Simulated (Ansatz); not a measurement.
Calculation for TaN (rocksalt type): DFT, PBE, all-electron LAPW, scalar-relativistic (Ansatz 0.2.0). This run: rocksalt relaxed under pressure.

The cell comes from a relaxation on PAW files under the same functional, begun from a prototype that needn't be the stable phase.

Command: `ansatz run input.yaml --threads 1 --pin off --max-ram 3584MiB --backend cpu --events-out ev --progress --plain --runs-dir out` It took 83 s on 1 thread of Intel(R) Xeon(R) 6975P-C (Granite Rapids), with other jobs on the host, peak memory 0.91 GiB.

```yaml
crystal:
  lattice:
    - [0.0, 1.8845018303, 1.8845018303]
    - [1.8845018303, 0.0, 1.8845018303]
    - [1.8845018303, 1.8845018303, 0.0]
  atoms:
    - { symbol: Ta, position: [0.0, 0.0, 0.0] }
    - { symbol: "N", position: [0.5, 0.5, 0.5] }
kpoints:
  mp_grid: { grid: [18, 18, 18] }
scf:
  occupations: { method: fermi_dirac, width: 0.1 }
hamiltonian:
  xc: pbe
  pseudopotentials: { kind: all_electron, lapw: { basis_error: 0.0005 } }
output:
  forces: true
  stress: true
  eigenvalues: true
relax:
  f_tol: 0.005
  max_steps: 12
  cell: { p_target: 440.0, stress_tol: 0.22 }
```

Output:

```
The last accepted step is kept in <dir> (removed where the run ends without a failure and the disk answers)
LAPW: plane waves up to 12.387 Å⁻¹, error target 5.0e-4 eV per atom; small_component_spin mean_spin; N in spheres of 0.751 Å, 7 of its electrons in bands, Dirac shells []; Ta in spheres of 1.077 Å, 45 of its electrons in bands, Dirac shells [] (how accurate: hamiltonian.pseudopotentials.lapw.basis_error, Limitations)
Engine: ansatz 0.2.0
Pseudopotentials: kind: all_electron
Pseudopotential: Ta, LAPW, valence charge 45, lapw/all_electron/scalar/gaussian/Ta, Koelling and Harmon's equation, gaussian nucleus
Pseudopotential: N, LAPW, valence charge 7, lapw/all_electron/scalar/gaussian/N, Koelling and Harmon's equation, gaussian nucleus
Functional definition: PBE
  parameter kappa = 0.804
  parameter beta = 0.06672455060314922
  exchange = pbe_x(kappa = kappa, mu = beta*pi^2/3)
  correlation = pbe_c(beta = beta)
Crystal: 2 atoms, lattice volume = 13.385 Å³
Basis set: ecut = 584.5988175413368 eV, 411 PW (Γ), exchange–correlation at level 2
Bands: 32, of which v1, the nominal top of the filled ones, is band 26 counted from 1 (25 counted from 0)
Symmetry: 48 space group operations
Space group: Fm-3m (ITA 225), of the structure as read, at distance tolerance 2.4e-5 Å
k-points: 195 of 5832
Non-local potential: Ta, projectors of the file, none
Non-local potential: N, projectors of the file, none
Initial density: superposition of atomic densities (chi_scale 0.1, normalization cell, long waves kept (reshape's long-wave potential 0.00 eV rms))
Initial wavefunctions: plane waves of lowest kinetic energy (no species holds an atomic orbital)
Functional: x = pbe(κ = 0.804, μ = 0.2195149727645171), c = pbe(β = 0.06672455060314922)
iter 1 solved again at ethr=1.09e-2 eV; its pass at ethr=1.00e-1 eV (dr2=5.68e0 eV) is discarded
SCF iter   1: F=—  HF=-426056.193369 eV  |F-HF|=—  |Δ(HF+E_count)|=         —  Δρ=2.19e-1  dr2=5.68e0  ethr=1.09e-2  ⟨swp⟩=2.0  Hψ=40256  notcnv=0
preconditioner: auto → Kerker (q_TF=auto, 3.421 Å⁻¹)  [metal: Δε(μ)=0.020 eV  Ē_g=28.184 eV  σ=0.100 eV  W_gap=0.05  n_scr=14 (ndim 8)  ℏωp=55.6 eV  f_vac=0.000  D(μ)=0.44/eV (n_scr^D=0)]
SCF iter   2: F=—  HF=-426053.780522 eV  |F-HF|=—  |Δ(HF+E_count)|=    2.41e0  Δρ=6.76e-2  dr2=6.06e-1  ethr=1.09e-2  ⟨swp⟩=2.3  Hψ=18048  notcnv=0
SCF iter   3: F=—  HF=-426053.681765 eV  |F-HF|=—  |Δ(HF+E_count)|=         —  Δρ=4.32e-2  dr2=2.51e-1  ethr=1.17e-3  ⟨swp⟩=2.0  Hψ=19087  notcnv=0
the basis was enlarged: its passes take 729.2 KiB over the memory plan, 1 of 1 planned eigensolver slots
SCF iter   4: F=—  HF=-426053.641664 eV  |F-HF|=—  |Δ(HF+E_count)|=   4.01e-2  Δρ=1.97e-2  dr2=4.92e-2  ethr=4.84e-4  ⟨swp⟩=2.1  Hψ=19031  notcnv=0
iter 5 solved again at ethr=1.51e-6 eV; its pass at ethr=9.46e-5 eV (dr2=7.88e-4 eV) is discarded
SCF iter   5: F=—  HF=-426053.624601 eV  |F-HF|=—  |Δ(HF+E_count)|=   1.71e-2  Δρ=3.83e-3  dr2=7.88e-4  ethr=1.51e-6  ⟨swp⟩=2.0  Hψ=31689  notcnv=0
SCF iter   6: F=—  HF=-426053.624668 eV  |F-HF|=—  |Δ(HF+E_count)|=   6.73e-5  Δρ=9.56e-4  dr2=9.07e-5  ethr=1.51e-6  ⟨swp⟩=2.4  Hψ=18490  notcnv=0
SCF iter   7: F=—  HF=-426053.624673 eV  |F-HF|=—  |Δ(HF+E_count)|=   5.29e-6  Δρ=3.27e-4  dr2=1.28e-5  ethr=1.74e-7  ⟨swp⟩=2.0  Hψ=18210  notcnv=0
SCF iter   8: F=—  HF=-426053.624670 eV  |F-HF|=—  |Δ(HF+E_count)|=   3.48e-6  Δρ=6.66e-5  dr2=4.41e-7  ethr=2.47e-8  ⟨swp⟩=2.4  Hψ=18543  notcnv=0
SCF iter   9: F=-426053.624670 eV  HF=-426053.624670 eV  |F-HF|=1.58e-8  |Δ(HF+E_count)|=   6.09e-8  Δρ=1.40e-5  dr2=2.01e-8  ethr=8.48e-10  ⟨swp⟩=2.5  Hψ=18568  notcnv=0
SCF 1 converged in 9 iterations: F = -426053.624670 eV  dr2 = 2.01e-8
relax step   1: F+E_penalty+E_count = -426053.62466953 eV  Δ(F+E_penalty+E_count) = +0.000e0 eV  max|allowed force component| = 1.407e-29 eV/Å  Δτ_max = 0.0000 Å  P = +433.698 GPa  Ω = 13.385 Å³  (9 SCF iters, accepted)
Crystal: 2 atoms, lattice volume = 13.308 Å³
Basis set: ecut = 586.841488511572 eV, 411 PW (Γ), exchange–correlation at level 2
Initial density: handed on by an earlier stage of this run
Initial wavefunctions: those handed on with the density
iter 1 solved again at ethr=1.31e-7 eV; its pass at ethr=1.00e-1 eV (dr2=6.80e-5 eV) is discarded
SCF iter   1: F=—  HF=-426053.414692 eV  |F-HF|=—  |Δ(HF+E_count)|=         —  Δρ=8.29e-4  dr2=6.74e-5  ethr=1.31e-7  ⟨swp⟩=3.9  Hψ=32874  notcnv=0
preconditioner: auto → Kerker (q_TF=auto, 3.424 Å⁻¹)  [metal: Δε(μ)=0.041 eV  Ē_g=29.186 eV  σ=0.100 eV  W_gap=0.10  n_scr=14 (ndim 8)  ℏωp=55.8 eV  f_vac=0.000  D(μ)=0.50/eV (n_scr^D=0)]
iter 2 solved again at ethr=1.04e-8 eV; its pass at ethr=1.30e-7 eV (dr2=5.39e-6 eV) is discarded
SCF iter   2: F=—  HF=-426053.414659 eV  |F-HF|=—  |Δ(HF+E_count)|=   3.27e-5  Δρ=2.43e-4  dr2=5.39e-6  ethr=1.04e-8  ⟨swp⟩=2.0  Hψ=31303  notcnv=0
SCF iter   3: F=—  HF=-426053.414657 eV  |F-HF|=—  |Δ(HF+E_count)|=   2.02e-6  Δρ=1.52e-4  dr2=2.32e-6  ethr=1.04e-8  ⟨swp⟩=2.0  Hψ=18176  notcnv=0
SCF iter   4: F=—  HF=-426053.414656 eV  |F-HF|=—  |Δ(HF+E_count)|=   5.59e-7  Δρ=7.93e-5  dr2=6.19e-7  ethr=4.47e-9  ⟨swp⟩=2.3  Hψ=18303  notcnv=0
SCF iter   5: F=-426053.414656 eV  HF=-426053.414656 eV  |F-HF|=2.56e-9  |Δ(HF+E_count)|=   2.16e-7  Δρ=2.03e-5  dr2=3.84e-8  ethr=1.19e-9  ⟨swp⟩=2.4  Hψ=18338  notcnv=0
SCF 2 converged in 5 iterations: F = -426053.414656 eV  dr2 = 3.84e-8
[... lines left out ...]
SCF iter   4: F=-426053.499471 eV  HF=-426053.499471 eV  |F-HF|=6.11e-8  |Δ(HF+E_count)|=   9.37e-8  Δρ=2.87e-5  dr2=7.92e-8  ethr=5.80e-10  ⟨swp⟩=2.3  Hψ=18329  notcnv=0
SCF 3 converged in 4 iterations: F = -426053.499471 eV  dr2 = 7.92e-8
relax step   3: F+E_penalty+E_count = -426053.49947050 eV  Δ(F+E_penalty+E_count) = -8.481e-2 eV  max|allowed force component| = 4.240e-30 eV/Å  Δτ_max = 0.0000 Å  P = +439.989 GPa  Ω = 13.339 Å³  (4 SCF iters, accepted)
iter 1 solved again at ethr=1.18e-10 eV; its pass at ethr=1.00e-1 eV (dr2=6.14e-8 eV) is discarded
SCF iter   1: F=—  HF=-426053.499470 eV  |F-HF|=—  |Δ(HF+E_count)|=         —  Δρ=2.62e-5  dr2=6.14e-8  ethr=1.18e-10  ⟨swp⟩=2.7  Hψ=29076  notcnv=0
preconditioner: auto → Kerker (q_TF=auto, 3.423 Å⁻¹)  [metal: Δε(μ)=0.041 eV  Ē_g=29.163 eV  σ=0.100 eV  W_gap=0.10  n_scr=14 (ndim 8)  ℏωp=55.7 eV  f_vac=0.000  D(μ)=0.50/eV (n_scr^D=0)]
SCF iter   2: F=-426053.499471 eV  HF=-426053.499471 eV  |F-HF|=2.09e-8  |Δ(HF+E_count)|=   2.01e-7  Δρ=1.80e-5  dr2=3.22e-8  ethr=1.18e-10  ⟨swp⟩=2.0  Hψ=18186  notcnv=0
SCF 4 converged in 2 iterations: F = -426053.499471 eV  dr2 = 3.22e-8
relax step   4: F+E_penalty+E_count = -426053.49947058 eV  Δ(F+E_penalty+E_count) = -7.823e-8 eV  max|allowed force component| = 2.892e-30 eV/Å  Δτ_max = 0.0000 Å  P = +439.991 GPa  Ω = 13.339 Å³  stress off target by 9.41e-3 GPa  SCF on the basis re-selected at this cell (its energy is not comparable with the rows above)  (2 SCF iters)
basis re-selected at this cell: Δ(F+E_penalty+E_count) = -7.823e-8 eV, ΔP = +0.002 GPa vs the last step (what re-selecting the basis moved, after the strain that the cell walked since its last selection, with what the two solves' SCF thresholds leave and, on support functions, any second-order correction that the steps lacked; it is no measure of the basis error at this ecutwfc). This SCF's stress stands 9.41e-3 GPa from its target on what of the cell is left free (relax.cell.stress_tol is 2.20e-1 GPa) and its largest allowed force component is 2.89e-30 eV/Å (relax.f_tol is 5.00e-3 eV/Å): within both
SCF converged after 2 iterations
Free energy (F): -426053.499471 eV
Harris-Foulkes:  -426053.499471 eV  (|F-HF|=2.09e-8)
Internal energy: -426053.483409 eV  (E = F + TS)
E sigma→0 (E₀):  -426053.491440 eV
Entropy (-TS):   -0.016062 eV (-8.031 meV/atom)
Fermi energy:    43.185759 eV
--- Per-component energies (eV) ---
  E_band       = -4866.603652
  E_kinetic    = 475525.827522
  E_xc         = -8830.904663
  E_electrostatic = -892748.406268  (all electrons and nuclei)
  E_smearing   = -0.016062  (= −TS)
  E_closure    = 0.000000  (closes the sum)
  E_atoms      = -426041.112071  (free atoms, spherical and without spin; not in F)
  Σ components = -426053.499471   (vs F -426053.499471, Δ=0.00e0)
  Basis errors (estimates in eV, not in F): energy 1.9e-4 per atom: plane waves 1.7e-4 (9.5e-5 summed), levels above the bands 7.9e-70, relativity 1.7e-8, radial functions 2.1e-5, core shells 2.7e-12; eigenvalues (radial functions only) 1.7e-6; not estimated: angular momenta, meshes, grids; target (lapw.basis_error) 5.0e-4; muffin-tin radii N 0.750 Å, Ta 1.076 Å
--- Forces (eV/Å), atoms counted from 1 ---
  atom   1  Ta     0.00000000    -0.00000000    -0.00000000
  atom   2  N      0.00000000    -0.00000000    -0.00000000
  max |Σ_I F_I| component: 8.94e-30 eV/Å
--- Stress (GPa, compression-positive) ---
      439.990589       0.000000       0.000000
        0.000000     439.990589       0.000000
        0.000000       0.000000     439.990589
  P = ⅓ Tr σ = 439.9906 GPa (4399.906 kbar)
--- Band table (eV; the first three rows and the last of 195) ---
  k-point 0: bands = ["-491.9250", "-352.4410", "-352.4410", "-352.4410", "-334.8572", "-174.0138", "-174.0138", "-173.9871", "-173.9871", "-173.9871", "-26.2133", "8.2348", "8.2348", "8.2348", "20.8547", "22.7521", "22.7521", "22.7521", "22.8601", "23.1035", "23.1035", "23.1035", "38.3201", "38.3201", "38.3201", "39.3513", "39.3513", "39.3513", "43.3460", "43.3460", "49.8810", "52.3244"]
  k-point 1: bands = ["-491.9250", "-352.4410", "-352.4410", "-352.4410", "-334.8572", "-174.0138", "-174.0138", "-173.9871", "-173.9871", "-173.9871", "-26.1998", "8.0733", "8.2257", "8.2257", "21.0541", "22.7554", "22.7579", "22.7579", "22.8642", "23.0974", "23.0974", "23.1038", "37.5824", "37.7253", "37.7253", "39.6161", "39.6161", "39.8733", "43.9662", "43.9662", "50.0875", "52.7220"]
  k-point 2: bands = ["-491.9250", "-352.4410", "-352.4410", "-352.4410", "-334.8572", "-174.0138", "-174.0138", "-173.9871", "-173.9871", "-173.9871", "-26.1607", "7.6319", "8.1995", "8.1995", "21.5944", "22.7749", "22.7749", "22.7783", "22.8763", "23.0802", "23.0802", "23.1044", "36.3707", "36.6043", "36.6043", "40.1366", "40.1366", "40.5195", "45.4270", "45.4270", "50.6511", "53.8607"]
  k-point 194: bands = ["-491.9250", "-352.4410", "-352.4410", "-352.4410", "-334.8572", "-174.0138", "-174.0138", "-173.9871", "-173.9871", "-173.9871", "-25.5921", "5.6752", "6.0222", "6.6755", "22.4570", "22.8922", "22.9194", "22.9224", "22.9652", "22.9708", "23.0719", "23.9120", "32.7996", "35.0593", "35.6505", "42.0278", "43.9124", "50.2341", "52.0240", "53.1036", "60.5372", "60.8384"]
--- Relaxed structure (3 steps of the walk, 3 accepted, 1 SCFs on fresh bases) ---
  F+E_penalty+E_count = -426053.49947058 eV   max|allowed force component| = 2.892e-30 eV/Å   (the final SCF, on the basis selected at the relaxed cell)
  cell:  # Å, volume = 13.3391 Å³
    - [7.32459729728741e-34, 1.8823443562824638, 1.8823443562824638]
    - [1.8823443562824638, 1.5731961151565134e-33, 1.8823443562824638]
    - [1.8823443562824638, 1.8823443562824638, 1.1209818472370299e-33]
  atoms:
    - { symbol: Ta, position: [3.406611964005981e-35, -5.216374569884064e-35, -2.2355891013789974e-35] }
    - { symbol: N, position: [0.5, 0.5, 0.5] }
```

Next run (CsCl relaxed under pressure), as changes to the input before:

```diff
   lattice:
-    - [0.0, 1.8845018303, 1.8845018303]
-    - [1.8845018303, 0.0, 1.8845018303]
-    - [1.8845018303, 1.8845018303, 0.0]
+    - [2.3357350847, 0.0, 0.0]
+    - [0.0, 2.3357350847, 0.0]
+    - [0.0, 0.0, 2.3357350847]
   atoms:
 kpoints:
-  mp_grid: { grid: [18, 18, 18] }
+  mp_grid: { grid: [16, 16, 16] }
 scf:
```

Command: `ansatz run input.yaml --threads 1 --pin off --max-ram 3584MiB --backend cpu --events-out ev --progress --plain --runs-dir out` It took 66 s on 1 thread of Intel(R) Xeon(R) 6975P-C (Granite Rapids), with other jobs on the host, peak memory 0.76 GiB.

Results part of the output:

```
basis re-selected at this cell: Δ(F+E_penalty+E_count) = +1.647e-8 eV, ΔP = -0.003 GPa vs the last step (what re-selecting the basis moved, after the strain that the cell walked since its last selection, with what the two solves' SCF thresholds leave and, on support functions, any second-order correction that the steps lacked; it is no measure of the basis error at this ecutwfc). This SCF's stress stands 8.60e-3 GPa from its target on what of the cell is left free (relax.cell.stress_tol is 2.20e-1 GPa) and its largest allowed force component is 3.94e-30 eV/Å (relax.f_tol is 5.00e-3 eV/Å): within both
SCF converged after 2 iterations
Free energy (F): -426052.661616 eV
Harris-Foulkes:  -426052.661616 eV  (|F-HF|=6.87e-9)
Internal energy: -426052.656201 eV  (E = F + TS)
E sigma→0 (E₀):  -426052.658908 eV
Entropy (-TS):   -0.005415 eV (-2.707 meV/atom)
Fermi energy:    45.413981 eV
--- Per-component energies (eV) ---
  E_band       = -4767.262131
  E_kinetic    = 475518.728794
  E_xc         = -8831.250516
  E_electrostatic = -892740.134480  (all electrons and nuclei)
  E_smearing   = -0.005415  (= −TS)
  E_closure    = 0.000000  (closes the sum)
  E_atoms      = -426041.112071  (free atoms, spherical and without spin; not in F)
  Σ components = -426052.661616   (vs F -426052.661616, Δ=0.00e0)
[... lines left out ...]
        0.000000     439.991403       0.000000
        0.000000       0.000000     439.991403
  P = ⅓ Tr σ = 439.9914 GPa (4399.914 kbar)
--- Band table (eV; the first three rows and the last of 165) ---
  k-point 0: bands = ["-490.0980", "-350.6132", "-350.6132", "-350.6132", "-332.7853", "-172.1918", "-172.1918", "-172.1918", "-172.1303", "-172.1303", "-24.7713", "10.4055", "10.4055", "10.4055", "22.2537", "24.7230", "24.7230", "24.7230", "24.8558", "24.8982", "24.8982", "24.8982", "36.4006", "36.4006", "41.6167", "41.6167", "41.6167", "51.8742", "51.8742", "51.8742", "56.1338", "66.6125"]
  k-point 1: bands = ["-490.0980", "-350.6132", "-350.6132", "-350.6132", "-332.7853", "-172.1918", "-172.1918", "-172.1918", "-172.1303", "-172.1303", "-24.7502", "10.1384", "10.4288", "10.4288", "22.4744", "24.7176", "24.7271", "24.7271", "24.8536", "24.8767", "24.9014", "24.9014", "36.4713", "36.5640", "41.4208", "41.4208", "41.5466", "51.9222", "51.9490", "51.9490", "56.3495", "65.0754"]
  k-point 2: bands = ["-490.0980", "-350.6132", "-350.6132", "-350.6132", "-332.7853", "-172.1918", "-172.1918", "-172.1918", "-172.1303", "-172.1302", "-24.6896", "9.4304", "10.4959", "10.4959", "23.0598", "24.7024", "24.7386", "24.7386", "24.8265", "24.8474", "24.9113", "24.9113", "36.6777", "36.7897", "40.8819", "40.8819", "41.6423", "52.0612", "52.1653", "52.1653", "56.9107", "62.6046"]
  k-point 164: bands = ["-490.0980", "-350.6132", "-350.6132", "-350.6132", "-332.7853", "-172.1920", "-172.1920", "-172.1920", "-172.1292", "-172.1292", "-23.1166", "7.4348", "7.4348", "7.4348", "23.9767", "24.8077", "24.8077", "24.8077", "24.9308", "24.9308", "24.9308", "29.6114", "29.9426", "29.9426", "29.9426", "56.2353", "56.2353", "56.2353", "58.6522", "58.6522", "60.9801", "60.9801"]
--- Relaxed structure (3 steps of the walk, 3 accepted, 1 SCFs on fresh bases) ---
  F+E_penalty+E_count = -426052.66161559 eV   max|allowed force component| = 3.944e-30 eV/Å   (the final SCF, on the basis selected at the relaxed cell)
  cell:  # Å, volume = 12.7067 Å³
    - [2.3335153741775696, 8.137555559292422e-35, 3.2098832406453924e-35]
    - [8.137555559292422e-35, 2.3335153741775696, 0.0]
    - [3.2098832406453924e-35, 0.0, 2.3335153741775696]
  atoms:
    - { symbol: Ta, position: [-5.368162892665079e-38, -1.0736325785319175e-37, -2.441157854564243e-50] }
    - { symbol: N, position: [0.49999999999999994, 0.49999999999999994, 0.49999999999999994] }
```

Next run (WC relaxed under pressure), as changes to the input before:

```diff
   lattice:
-    - [2.3357350847, 0.0, 0.0]
-    - [0.0, 2.3357350847, 0.0]
-    - [0.0, 0.0, 2.3357350847]
+    - [2.4836780046, 0.0, 0.0]
+    - [-1.2418390023, 2.1509282468, 0.0]
+    - [0.0, 0.0, 2.5270507618]
   atoms:
-    - { symbol: "N", position: [0.5, 0.5, 0.5] }
+    - { symbol: "N", position: [0.3333333333, 0.6666666667, 0.5] }
 kpoints:
-  mp_grid: { grid: [16, 16, 16] }
+  mp_grid: { grid: [18, 18, 16] }
 scf:
```

Command: `ansatz run input.yaml --threads 1 --pin off --max-ram 3584MiB --backend cpu --events-out ev --progress --plain --runs-dir out` It took 3.7 min on 1 thread of Intel(R) Xeon(R) 6975P-C (Granite Rapids), on a shared host, peak memory 1.1 GiB.

Results part of the output:

```
basis re-selected at this cell: Δ(F+E_penalty+E_count) = +2.008e-8 eV, ΔP = -0.006 GPa vs the last step (what re-selecting the basis moved, after the strain that the cell walked since its last selection, with what the two solves' SCF thresholds leave and, on support functions, any second-order correction that the steps lacked; it is no measure of the basis error at this ecutwfc). This SCF's stress stands 2.06e-1 GPa from its target on what of the cell is left free (relax.cell.stress_tol is 2.20e-1 GPa) and its largest allowed force component is 3.70e-17 eV/Å (relax.f_tol is 5.00e-3 eV/Å): within both
SCF converged after 2 iterations
Free energy (F): -426053.843753 eV
Harris-Foulkes:  -426053.843753 eV  (|F-HF|=5.18e-9)
Internal energy: -426053.836377 eV  (E = F + TS)
E sigma→0 (E₀):  -426053.840065 eV
Entropy (-TS):   -0.007376 eV (-3.688 meV/atom)
Fermi energy:    42.170305 eV
--- Per-component energies (eV) ---
  E_band       = -4886.542219
  E_kinetic    = 475527.699924
  E_xc         = -8830.550296
  E_electrostatic = -892750.986005  (all electrons and nuclei)
  E_smearing   = -0.007376  (= −TS)
  E_closure    = 0.000000  (closes the sum)
  E_atoms      = -426041.112071  (free atoms, spherical and without spin; not in F)
  Σ components = -426053.843753   (vs F -426053.843753, Δ=0.00e0)
  Basis errors (estimates in eV, not in F): energy 1.9e-4 per atom: plane waves 1.7e-4 (9.5e-5 summed), levels above the bands 4.6e-82, relativity 1.4e-8, radial functions 2.1e-5, core shells 1.5e-11; eigenvalues (radial functions only) 3.1e-6; not estimated: angular momenta, meshes, grids; target (lapw.basis_error) 5.0e-4; muffin-tin radii N 0.763 Å, Ta 1.089 Å
[... lines left out ...]
      440.047645       0.000000       0.000000
        0.000000     440.047645       0.000000
        0.000000       0.000000     439.794292
  P = ⅓ Tr σ = 439.9632 GPa (4399.632 kbar)
--- Band table (eV; the first three rows and the last of 333) ---
  k-point 0: bands = ["-492.2795", "-352.7928", "-352.7928", "-352.7877", "-335.6729", "-174.3575", "-174.3575", "-174.3411", "-174.3411", "-174.3197", "-26.7070", "7.1162", "8.3973", "8.3973", "20.0581", "22.5475", "22.5947", "22.5947", "22.6178", "22.6275", "22.6275", "22.8421", "34.2761", "34.7209", "34.7209", "38.3324", "47.2439", "47.2439", "47.4556", "48.5461", "48.5461", "59.8148"]
  k-point 1: bands = ["-492.2795", "-352.7928", "-352.7928", "-352.7877", "-335.6729", "-174.3575", "-174.3575", "-174.3411", "-174.3411", "-174.3197", "-26.6962", "6.9402", "8.4097", "8.4097", "20.2745", "22.5605", "22.5884", "22.5884", "22.6078", "22.6336", "22.6336", "22.8421", "34.2656", "34.7756", "34.7756", "38.3720", "46.3509", "46.3509", "47.5390", "49.1678", "49.1678", "60.0506"]
  k-point 2: bands = ["-492.2795", "-352.7928", "-352.7928", "-352.7877", "-335.6729", "-174.3575", "-174.3575", "-174.3411", "-174.3411", "-174.3197", "-26.6653", "6.4668", "8.4451", "8.4451", "20.8551", "22.5732", "22.5732", "22.5769", "22.6163", "22.6483", "22.6483", "22.8422", "34.1349", "34.9336", "34.9336", "38.6113", "44.9884", "44.9884", "47.7876", "49.6719", "49.6719", "60.6503"]
  k-point 332: bands = ["-492.2795", "-352.7928", "-352.7928", "-352.7877", "-335.6729", "-174.3576", "-174.3576", "-174.3410", "-174.3410", "-174.3194", "-25.7328", "5.3216", "5.3685", "5.8705", "21.1756", "22.5363", "22.5940", "22.6139", "22.6617", "22.6642", "22.7479", "23.6254", "28.2329", "33.9437", "37.9881", "41.7888", "50.4423", "51.5103", "52.9552", "53.6909", "57.3448", "58.3471"]
--- Relaxed structure (3 steps of the walk, 3 accepted, 1 SCFs on fresh bases) ---
  F+E_penalty+E_count = -426053.84375252 eV   max|allowed force component| = 3.701e-17 eV/Å   (the final SCF, on the basis selected at the relaxed cell)
  cell:  # Å, volume = 13.4485 Å³
    - [2.480485964016417, -2.6785275652365143e-34, 0.0]
    - [-1.2402429820082086, 2.14816385856895, 0.0]
    - [0.0, 0.0, 2.523889272378432]
  atoms:
    - { symbol: Ta, position: [0.0, -3.700743415524894e-17, 0.0] }
    - { symbol: N, position: [0.33333333333333326, 0.6666666666666665, 0.49999999999999994] }
```

Spin–orbit coupling is left out, which matters for the heavy atoms.
